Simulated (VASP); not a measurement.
**WS2: band structure with PBE+D3(BJ)**

Slab: WS2, a slab with vacuum.

```
S W
1.0
     3.15613    0.00000    0.00000
    -1.57806    2.73328    0.00000
     0.00000    0.00000   33.62500
S W
6 3
Direct
  0.33333 0.66667 0.27231
  0.33333 0.66667 0.36603
  0.66667 0.33333 0.45318
  0.66667 0.33333 0.54682
  0.33333 0.66667 0.63397
  0.33333 0.66667 0.72769
  0.66667 0.33333 0.31920
  0.33333 0.66667 0.50000
  0.66667 0.33333 0.68080
```

```
Program                : VASP 6.6.1
Task                   : band structure
Functional             : PBE
Dispersion             : D3(BJ)
Potentials or basis    : VASP PAW PBE potentials, release 64 (S, W_sv)
Cutoff                 : 520 eV
k mesh                 : 12 × 12 × 1
Occupations            : gaussian, width 0.03 eV
Spin                   : no spin polarisation
Dipole correction      : yes
Further INCAR settings : ALGO = Normal; EDIFF = 1e-06; NBANDS = 49
```

```
Largest force                          : 0.004 eV/Å
Band gap on the k mesh                 : 1.15 eV, indirect (least direct gap 1.86 eV)
Band gap along the path                : 1.15 eV, indirect (least direct gap 1.86 eV)
Dispersion energy per atom             : -0.391 eV
Ionisation potential of the upper face : 5.12 eV
```

Forces in eV/Å, atoms in the order of the input:
```
S    0.000  0.000 -0.004
S    0.000  0.000  0.004
S    0.000  0.000 -0.001
S    0.000  0.000  0.001
S    0.000  0.000 -0.004
S    0.000  0.000  0.004
W    0.000  0.000 -0.001
W    0.000  0.000  0.000
W    0.000  0.000  0.001
```

Levels at points of the mesh, in eV from the valence-band top:
```
           k point  band 37  band 38  band 39  band 40  band 41  band 42
(0.00, 0.00, 0.00)    -0.96    -0.36     0.00     2.37     2.37     2.38
(0.50, 0.00, 0.00)    -1.61    -1.51    -1.45     2.40     2.43     2.44
```

Wall time 2.6 min on 4 MPI ranks on Intel(R) Xeon(R) 6975P-C (Granite Rapids) (shared host), peak memory 0.59 GiB a rank.

Caveat: spin-orbit coupling is left out, which moves the levels of the heavy elements. Expect the measured gap to be larger: semilocal functionals such as PBE lack the derivative discontinuity.
